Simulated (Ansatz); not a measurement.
Predict the output of the script below (Ansatz 0.2.0 through its Python package).

Script `li2o.py`:
```python
import ansatz
from tabulate import tabulate

lattice = ansatz.Lattice.of(
    [0.0, 2.305, 2.305],
    [2.305, 0.0, 2.305],
    [2.305, 2.305, 0.0],
)
sites = [
    ("Li", [0.25, 0.25, 0.25]),
    ("Li", [0.75, 0.75, 0.75]),
    ("O", [0.0, 0.0, 0.0]),
]
li2o = ansatz.Crystal(lattice=lattice)
for symbol, position in sites:
    li2o = li2o.atom(symbol, position)

base = (
    li2o.calculation()
    .pseudopotentials("paw")
    .basis(470)
    .kpoints(8)
    .occupations("fixed")
    .stress()
)

rows = []
for value in ["pbesol", "revpbe", "blyp", "lda"]:
    report = base.functional(value).run(threads=1).report
    rows.append((value, report["free_energy_ev"] / len(report["lattice"]["sites"]), report["n_iterations"], sum(report["stress_gpa"][i][i] for i in range(3)) / 3, report["n_kpoints"]))

print(tabulate(rows, headers=["functional", "F/atom (eV)", "iterations", "P (GPa)", "k-points"], floatfmt=".4f", tablefmt="plain"))
```

```console
$ python li2o.py
functional      F/atom (eV)    iterations    P (GPa)    k-points
pbesol            -323.2947             6    -1.5841          29
revpbe            -327.3717             6     3.8875          29
blyp              -327.6261             6     1.5707          29
lda               -320.6307             6    -6.2094          29
```

From lowest to highest: LDA (-6.2 GPa), PBEsol (-1.6 GPa), BLYP (1.6 GPa) and revPBE (3.9 GPa). At a fixed cell a lower pressure usually means a smaller equilibrium volume, so LDA prefers the smallest cell and revPBE the largest. Gaps by band count in the reports: PBEsol 4.84 eV, revPBE 5.11 eV, BLYP 5.33 eV and LDA 4.82 eV (Kohn-Sham values on this mesh, as a rule under measured gaps).

Reading the output:
- Pressure is positive in compression.
- The starting cell is as deposited in a crystallographic database; the results hold for this polymorph, which needn't be the stable one.
- Total energies of different functionals can't be compared; pressures, moments and gaps at this one structure can.
- Hardware and time: 2.9 s on 1 thread of Arm Neoverse V2 (shared host), peak memory 0.32 GiB.
